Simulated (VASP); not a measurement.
# BN (P6_3/mmc) in VASP: notebook

The runs below take BN through relaxation of cell and atoms, with PBE+D3(BJ), HSE06.

Everything below comes from runs of VASP 6.6.1. Logs are shortened: lines on timing, memory, paths and dates and some standing lists are left out, and cuts for length are marked.

## (1) Starting point

Symmetry: P6_3/mmc, No. 194, hexagonal system. Conventional cell: a = 2.498 Å, b = 2.498 Å, c = 6.636 Å, α = 90.00°, β = 90.00°, γ = 120.00°. Around B (site symmetry -6m2) lie 3 N at 1.44 Å. N (site symmetry -6m2) is surrounded by 3 B at 1.44 Å.

## (2) Relaxation of cell and atoms, PBE+D3(BJ)

Input file INCAR:

```
SYSTEM = BN
  PREC = Accurate
  ENCUT = 600
  EDIFF = 1E-6
  ISMEAR = 0
  SIGMA = 0.03
  LREAL = .FALSE.
  LASPH = .TRUE.
  NELM = 80
  ALGO = Normal
  ISIF = 3
  LWAVE = .FALSE.
  LCHARG = .FALSE.
  GGA = PE
  IVDW = 12
  IBRION = 2
  NSW = 90
  EDIFFG = -0.01
  KPAR = 4
```

Input file KPOINTS:

```
regular mesh
0
G
  12 12 4
  0 0 0
```

Input file POSCAR:

```
BN
1.0
    2.4982400000      0.0000000000      0.0000000000
   -1.2491200000      2.1635393048      0.0000000000
    0.0000000000      0.0000000000      6.6357000000
B N
2 2
Direct
    0.3333333333      0.6666666667      0.2500000000
    0.6666666667      0.3333333333      0.7500000000
    0.3333333333      0.6666666667      0.7500000000
    0.6666666667      0.3333333333      0.2500000000
```

Potentials or basis: VASP PAW PBE potentials, release 64 (B, N).

The run is started by

```console
> cat potpaw_PBE.64/B/POTCAR potpaw_PBE.64/N/POTCAR > POTCAR
> mpirun -np 4 vasp_std > vasp.out
```

OUTCAR:

```text
SYSTEM = BN
   PREC = Accurate
   ENCUT = 600
   EDIFF = 1E-6
   ISMEAR = 0
   LREAL = .FALSE.
   LASPH = .TRUE.
   NELM = 80
   ISIF = 3
   GGA = PE
   IVDW = 12
   IBRION = 2
   NSW = 90
   EDIFFG = -0.01
 IVDW          = 12

 ion  position               nearest neighbor table
   1  0.333  0.667  0.250-   4 1.44   4 1.44   4 1.44
   2  0.667  0.333  0.750-   3 1.44   3 1.44   3 1.44
   3  0.333  0.667  0.750-   2 1.44   2 1.44   2 1.44
   4  0.667  0.333  0.250-   1 1.44   1 1.44   1 1.44

  LATTYP: Found a hexagonal cell.
 ALAT       =     2.4982400000
 C/A-ratio  =     2.6561499296

  Lattice vectors:

 A1 = (   2.4982400000,   0.0000000000,   0.0000000000)
 A2 = (  -1.2491200000,   2.1635393048,   0.0000000000)
 A3 = (   0.0000000000,   0.0000000000,   6.6357000000)

Analysis of symmetry for initial positions (statically):
=====================================================================
 Subroutine PRICEL returns:
 Original cell was already a primitive cell.

 Routine SETGRP: Setting up the symmetry group for a
 hexagonal supercell.

 Subroutine GETGRP returns: Found 24 space group operations
 (whereof 12 operations were pure point group operations)
 out of a pool of 24 trial point group operations.

The static configuration has the point symmetry D_3d.
 The point group associated with its full space group is D_6h.

Analysis of symmetry for dynamics (positions and initial velocities):
=====================================================================
 Subroutine PRICEL returns:
 Original cell was already a primitive cell.

 Routine SETGRP: Setting up the symmetry group for a
 hexagonal supercell.

 Subroutine GETGRP returns: Found 24 space group operations
 (whereof 12 operations were pure point group operations)
 out of a pool of 24 trial point group operations.

The dynamic configuration has the point symmetry D_3d.
 The point group associated with its full space group is D_6h.

 Subroutine INISYM returns: Found 24 space group operations
 (whereof 12 operations are pure point group operations),
 and found     1 'primitive' translations

----------------------------------------------------------------------------------------

                                     Primitive cell

  volume of cell :      35.8662

  direct lattice vectors                    reciprocal lattice vectors
     2.498240000  0.000000000  0.000000000     0.400281798  0.231102804  0.000000000
    -1.249120000  2.163539305  0.000000000     0.000000000  0.462205608  0.000000000
     0.000000000  0.000000000  6.635700000     0.000000000  0.000000000  0.150700002

  length of vectors
     2.498240000  2.498240000  6.635700000     0.462205608  0.462205608  0.150700002

  position of ions in fractional coordinates (direct lattice)
     0.333333333  0.666666667  0.250000000
     0.666666667  0.333333333  0.750000000
     0.333333333  0.666666667  0.750000000
     0.666666667  0.333333333  0.250000000

  ion indices of the primitive-cell ions
   primitive index   ion index
                 1           1
                 2           2
                 3           3
                 4           4

----------------------------------------------------------------------------------------

 KPOINTS: regular mesh

Automatic generation of k-mesh.
 Grid dimensions read from file:
 generate k-points for:   12   12    4

 Generating k-lattice:

  Cartesian coordinates                     Fractional coordinates (reciprocal lattice)
     0.033356817  0.019258567  0.000000000     0.083333333 -0.000000000  0.000000000
     0.000000000  0.038517134  0.000000000     0.000000000  0.083333333  0.000000000
     0.000000000  0.000000000  0.037675000     0.000000000  0.000000000  0.250000000

  Length of vectors
     0.038517134  0.038517134  0.037675000

  Shift w.r.t. Gamma in fractional coordinates (k-lattice)
     0.000000000  0.000000000  0.000000000

 Subroutine IBZKPT returns following result:
 ===========================================

 Found     57 irreducible k-points:

 Following reciprocal coordinates:
            Coordinates               Weight
  0.000000  0.000000  0.000000      1.000000
  0.083333 -0.000000  0.000000      6.000000
  0.166667  0.000000  0.000000      6.000000
  0.250000  0.000000  0.000000      6.000000
  0.333333  0.000000  0.000000      6.000000
  0.416667  0.000000  0.000000      6.000000
[... 16 lines left out ...]
  0.250000  0.000000  0.250000     12.000000
  0.333333  0.000000  0.250000     12.000000
 [... further k-points ...]
   k-points           NKPTS =     57   k-points in BZ     NKDIM =     57   number of bands    NBANDS=     12
   number of dos      NEDOS =    301   number of ions     NIONS =      4
   total plane-waves  NPLWV =  21600
   dimension x,y,z NGX =    20 NGY =   20 NGZ =   54
   dimension x,y,z NGXF=    40 NGYF=   40 NGZF=  108
   ions per type =               2   2
   NGX,Y,Z   is equivalent  to a cutoff of  13.31, 13.31, 13.53 a.u.
   NGXF,Y,Z  is equivalent  to a cutoff of  26.62, 26.62, 27.06 a.u.
 SYSTEM =  BN
   PREC   = accura    normal or accurate (medium, high low for compatibility)
   ISTART =      0    job   : 0-new  1-cont  2-samecut
   ICHARG =      2    charge: 1-file 2-atom 10-const
   ISPIN  =      1    spin polarized calculation?
   LNONCOLLINEAR =      F non collinear calculations
   LSORBIT =      F    spin-orbit coupling
   LASPH  =      T    aspherical Exc in radial PAW
   ENCUT  =  600.0 eV  44.10 Ry    6.64 a.u.   4.99  4.99 13.25*2*pi/ulx,y,z
   NELM   =     80;   NELMIN=  2; NELMDL= -5     # of ELM steps
   EDIFF  = 0.1E-05   stopping-criterion for ELM
   LREAL  =      F    real-space projection
   EDIFFG = -.1E-01   stopping-criterion for IOM
   NSW    =     90    number of steps for IOM
   IBRION =      2    ionic relax: 0-MD 1-quasi-New 2-CG
   NFREE  =      1    steps in history (QN), initial steepest desc. (CG)
   ISIF   =      3    stress and relaxation
   ISYM   =      2    0-nonsym 1-usesym 2-fastsym
   POTIM  = 0.5000    time-step for ionic-motion
   TEBEG  =    0.0;   TEEND  =   0.0 temperature during run
   PSTRESS=    0.0 pullay stress
   NELECT =      16.0000    total number of electrons
   NUPDOWN=      -1.0000    fix difference up-down
   EMIN   =  10.00;   EMAX   =-10.00  energy-range for DOS
   EFERMI =   0.00;   METHOD = LEGACY
   ISMEAR =     0;   SIGMA  =   0.03  broadening in eV -4-tet -1-fermi 0-gaus
   EFERMI_NEDOS =   21; number of points for ismear=-14 and -15
   IALGO  =     38    algorithm
   IMIX   =      4    mixing-type and parameters
     AMIX     =   0.40;   BMIX     =  1.00
     AMIX_MAG =   1.60;   BMIX_MAG =  1.00
  volume/ion in A,a.u.               =       8.97        60.51
  Fermi-wavevector in a.u.,A,eV,Ry     =   1.250891  2.363842 21.289433  1.564729
  Thomas-Fermi vector in A             =   2.384864
   LORBIT       =      0    0 simple, 1 ext, 2 COOP (PROOUT), +10 PAW based schemes
   GGA     = PE    functional components
   LHFCALC =     F    Hartree Fock is set to
   AEXX    =    0.0000 exact exchange contribution
   IVDW    =    12    specifies the selected vdW correction
   LEPSILON=     F    determine dielectric tensor
   LRPA    =     F    only Hartree local field effects (RPA)
 conjugate gradient relaxation of ions
 non-spin polarized calculation
 Gauss-broadening in eV      SIGMA  =   0.03
  energy-cutoff  :      600.00
  volume of cell :       35.87
 maximum number of plane-waves:      1224
 NGX is ok and might be reduce to    20
   NGX =  9   NGY =  9   NGZ = 27

--------------------------------------- Ionic step        1  -------------------------------------------

 number of electron      15.9999998 magnetization

 Free energy of the ion-electron system (eV)
  ---------------------------------------------------
  ext. energy  EPLUGINS =         0.00000000
  ---------------------------------------------------
  free energy    TOTEN  =       -35.15342225 eV

  energy without entropy =      -35.15342225  energy(sigma->0) =      -35.15342225

------------------------ aborting loop because EDIFF is reached ----------------------------------------

 Edisp (eV)   -0.56768

 E8    (eV) :    -0.1663

  FORCE on cell =-STRESS in cart. coord.  units (eV):
  Direction    XX          YY          ZZ          XY          YZ          ZX
  --------------------------------------------------------------------------------------
  -------------------------------------------------------------------------------------
  Total       0.79681     0.79681    -0.07557     0.00000     0.00000     0.00000
  in kB      35.59414    35.59414    -3.37565     0.00000     0.00000     0.00000
  external pressure =       22.60 kB  Pullay stress =        0.00 kB
[... 233 lines left out ...]
  energy  without entropy=      -35.7238940647  energy(sigma->0) =      -35.72389406

--------------------------------------- Ionic step        7  -------------------------------------------

 number of electron      15.9999998 magnetization

 Free energy of the ion-electron system (eV)
  ---------------------------------------------------
  ext. energy  EPLUGINS =         0.00000000
  ---------------------------------------------------
  free energy    TOTEN  =       -35.15466524 eV

  energy without entropy =      -35.15466524  energy(sigma->0) =      -35.15466524

 E-fermi :   2.4812     XC(G=0): -10.1203

 val. band max:        2.3340204858   @ k =   0.3333   0.2500   0.0000
 cond. band min:       6.5897523264   @ k =   0.5000   0.0000   0.0000
 fundamental gap:      4.2557318407
 Fermi energy:         2.4811911168

 k-point     1 :       0.0000    0.0000    0.0000
  band No.  band energies     occupation
      1     -15.4621      2.00000
      2     -15.1482      2.00000
      3      -3.9082      2.00000
      4      -1.6921      2.00000
      5       0.9959      2.00000
      6       0.9959      2.00000
      7       1.0364      2.00000
      8       1.0364      2.00000
      9       7.6458      0.00000
     10      12.7373      0.00000
     11      13.8516      0.00000
     12      13.8516      0.00000
[... 331 lines left out ...]
 k-point    24 :       0.3333    0.0000    0.2500
  band No.  band energies     occupation
      1     -13.4463      2.00000
      2     -13.2868      2.00000
      3      -4.5533      2.00000
      4      -4.4902      2.00000
      5      -1.2470      2.00000
      6      -1.1997      2.00000
      7      -0.8699      2.00000
      8       0.3967      2.00000
      9       9.1596      0.00000
     10       9.7723      0.00000
     11      11.3263      0.00000
     12      12.5270      0.00000

 [... further k-points ...]

------------------------ aborting loop because EDIFF is reached ----------------------------------------

 Edisp (eV)   -0.56942

 E8    (eV) :    -0.1669

  FORCE on cell =-STRESS in cart. coord.  units (eV):
  Direction    XX          YY          ZZ          XY          YZ          ZX
  --------------------------------------------------------------------------------------
  -------------------------------------------------------------------------------------
  Total       0.01010     0.01010    -0.02398    -0.00000    -0.00000     0.00000
  in kB       0.45172     0.45172    -1.07282    -0.00000    -0.00000     0.00000
  external pressure =       -0.06 kB  Pullay stress =        0.00 kB
[... 19 lines left out ...]
  FREE ENERGIE OF THE ION-ELECTRON SYSTEM (eV)
  ---------------------------------------------------
  free  energy   TOTEN  =       -35.7240813947 eV

  energy  without entropy=      -35.7240813947  energy(sigma->0) =      -35.72408139

 reached required accuracy - stopping structural energy minimisation
```

Wall time 16 s (4 MPI ranks of Intel Xeon 6975P-C (Granite Rapids), shared host); peak memory 0.18 GiB.

Results:

- Free energy: -35.7241 eV
- Relaxed volume: 8.95 Å³/atom
- Relaxed cell: a = 2.506 Å, b = 2.506 Å, c = 6.584 Å, α = 90.00°, β = 90.00°, γ = 120.00°
- Space group after relaxing (to 0.05 Å): P6_3/mmc (No. 194)
- Energy gained by relaxing: 0.7 meV/atom
- Ionic steps: 7
- Pressure after relaxing: 0.0 GPa
- Band gap on the k mesh: 4.26 eV, indirect (least direct gap 4.63 eV)
- Dispersion energy per atom: -0.142 eV

The path:
| step | energy change (eV) | largest force (eV/Å) | pressure (GPa) | volume (Å³) |
| --- | --- | --- | --- | --- |
| 1 | 0.0000 | 0.0000 | 2.26 | 35.87 |
| 2 | 0.0069 | 0.0000 | -4.50 | 36.53 |
| 3 | -0.0026 | 0.0000 | -0.12 | 36.09 |
| 4 | -0.0026 | 0.0000 | -0.09 | 36.09 |
| 5 | -0.0027 | 0.0000 | -0.07 | 36.06 |
| 6 | -0.0028 | 0.0000 | -0.05 | 35.98 |
| 7 | -0.0030 | 0.0000 | -0.01 | 35.82 |

Final structure:
```xyz
4
Lattice="2.5063 0.0000 0.0000 -1.2531 2.1705 0.0000 0.0000 0.0000 6.5843" Properties=species:S:1:pos:R:3 pbc="T T T"
B     0.0000    1.4470    1.6461
B     1.2531    0.7235    4.9382
N     0.0000    1.4470    4.9382
N     1.2531    0.7235    1.6461
```

Levels at points of the mesh, in eV from the valence-band top:
| k point | band 6 | band 7 | band 8 | band 9 | band 10 | band 11 |
| --- | --- | --- | --- | --- | --- | --- |
| (0.00, 0.00, 0.00) | -1.34 | -1.30 | -1.30 | 5.31 | 10.40 | 11.52 |
| (0.50, 0.00, 0.00) | -4.07 | -1.47 | -0.41 | 4.26 | 5.67 | 9.51 |
| (0.00, 0.00, 0.50) | -1.32 | -1.32 | -1.32 | 7.72 | 7.72 | 11.58 |
| (0.50, 0.00, 0.50) | -4.11 | -0.92 | -0.92 | 4.73 | 4.73 | 9.89 |

## (3) Relaxation of cell and atoms, PBE+D3(BJ)

Changes to INCAR since step 2:

```diff
@@ -3,3 +3,3 @@
   ENCUT = 600
-  EDIFF = 1E-6
+  EDIFF = 1E-7
   ISMEAR = 0
@@ -17,3 +17,3 @@
   NSW = 90
-  EDIFFG = -0.01
+  EDIFFG = -0.005
   KPAR = 4
```

KPOINTS is that of step 2.

Input file POSCAR:

```
BN                                      
1.0
    2.5062642032      0.0000000000      0.0000000000
   -1.2531321016      2.1704884687     -0.0000000000
    0.0000000000      0.0000000000      6.5842539460
  B               N             
     2     2
Direct
     0.3333333332999970    0.6666666667000030    0.2500000000000000
     0.6666666667000030    0.3333333332999970    0.7500000000000000
     0.3333333332999970    0.6666666667000030    0.7500000000000000
     0.6666666667000030    0.3333333332999970    0.2500000000000000
```

Potentials or basis: VASP PAW PBE potentials, release 64 (B, N).

The run is started by

```console
> cat potpaw_PBE.64/B/POTCAR potpaw_PBE.64/N/POTCAR > POTCAR
> mpirun -np 4 vasp_std > vasp.out
```

It took 12 s on 4 MPI ranks of Intel Xeon 6975P-C (Granite Rapids), shared host; peak memory 0.17 GiB.

Results (log left out):

```yaml
Free_energy: -35.7242 eV
Relaxed_volume: 8.94 Å³/atom
Relaxed_cell: a = 2.507 Å, b = 2.507 Å, c = 6.574 Å, α = 90.00°, β = 90.00°, γ = 120.00°
Space_group_after_relaxing_to_0.05_Å: P6_3/mmc (No. 194)
Energy_gained_by_relaxing: 0.0 meV/atom
Ionic_steps: 6
Pressure_after_relaxing: -0.1 GPa
Band_gap_on_the_k_mesh: 4.25 eV, indirect (least direct gap 4.63 eV)
Dispersion_energy_per_atom: -0.143 eV
```

Final structure:
```xyz
4
Lattice="2.5065 0.0000 0.0000 -1.2533 2.1707 0.0000 0.0000 0.0000 6.5737" Properties=species:S:1:pos:R:3 pbc="T T T"
B     0.0000    1.4471    1.6434
B     1.2533    0.7236    4.9303
N     0.0000    1.4471    4.9303
N     1.2533    0.7236    1.6434
```

Levels at points of the mesh, in eV from the valence-band top:
```
           k point  band 5  band 6  band 7  band 8  band 9  band 10  band 11  band 12
(0.00, 0.00, 0.00)   -1.34   -1.34   -1.30   -1.30    5.32    10.42    11.51    11.51
(0.50, 0.00, 0.00)   -4.15   -4.07   -1.48   -0.41    4.25     5.68     9.51     9.91
(0.00, 0.00, 0.50)   -1.32   -1.32   -1.32   -1.32    7.74     7.74    11.58    11.58
(0.50, 0.00, 0.50)   -4.11   -4.11   -0.92   -0.92    4.72     4.72     9.89     9.89
```

(Continued in part 2 of 2.)
